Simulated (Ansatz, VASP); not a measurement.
**Si: VASP beside Ansatz**

INCAR

```
PREC = Accurate
ENCUT = 520
EDIFF = 1E-6
ISMEAR = -1
SIGMA = 0.1
LREAL = F
LASPH = T
NELM = 80
ALGO = Normal
ISIF = 2
LWAVE = F
LCHARG = F
GGA = PS
NBANDS = 16
```

Contents of KPOINTS:

```
Automatic mesh
0
Gamma
  15 15 4
```

File POSCAR:

```
Si
1.0
    2.7642638447      0.0000000000      0.0000000000
   -1.3821319224      2.3939227123      0.0000000000
    0.0000000000      0.0000000000      9.1639222265
Si
4
Direct
    0.0000000000      0.0000000000      1.0000000000
    0.0000000000      0.0000000000      0.5000000000
    0.3333333333      0.6666666667      0.2500000000
    0.6666666667      0.3333333333      0.7500000000
```

Input for Ansatz:

```yaml
crystal:
  lattice:
    - [2.7642638447, 0.0, 0.0]
    - [-1.3821319224, 2.3939227123, 0.0]
    - [0.0, 0.0, 9.1639222265]
  atoms:
    - { symbol: Si, position: [0.0, 0.0, 1.0] }
    - { symbol: Si, position: [0.0, 0.0, 0.5] }
    - { symbol: Si, position: [0.3333333333, 0.6666666667, 0.25] }
    - { symbol: Si, position: [0.6666666667, 0.3333333333, 0.75] }
hamiltonian:
  xc: pbesol
  pseudopotentials:
    kind: paw
    azcp:
      Si: "pseudopotentials/Si.paw.azcp"
basis:
  ecutwfc: 420
  fft_grid_basis: typed
kpoints:
  mp_grid: { grid: [15, 15, 4], shift: [0, 0, 0] }
magnetization:
  spin_polarized: false
scf:
  occupations: { method: fermi_dirac, width: 0.1 }
  lower_state_search: "off"
output:
  stress: true
```

Alike in both runs: task single point; functional PBEsol; k mesh 15 × 15 × 4; occupations fermi-dirac, width 0.1 eV; no spin polarisation.

|  | VASP | Ansatz |
| --- | --- | --- |
| version | VASP 6.6.1 | Ansatz 0.2.0 |
| potentials or method | VASP PAW PBE potentials, release 64 (Si) | plane waves (420 eV) with PAW, scalar-relativistic |
| plane-wave cutoff (eV) | 520 | 420 |
| valence electrons in the cell | 16 | 16 |

```tsv
	VASP	Ansatz	Ansatz less VASP
pressure (GPa)	-6.1	-6.2	-0.11
largest component of the traceless stress (GPa)	1.19	1.19	-0.001
```

Ansatz warned: «pseudo_functional_mismatch».

Caveats: the PAW data sets were made with another functional, which shifts forces and pressure a little (VASP).
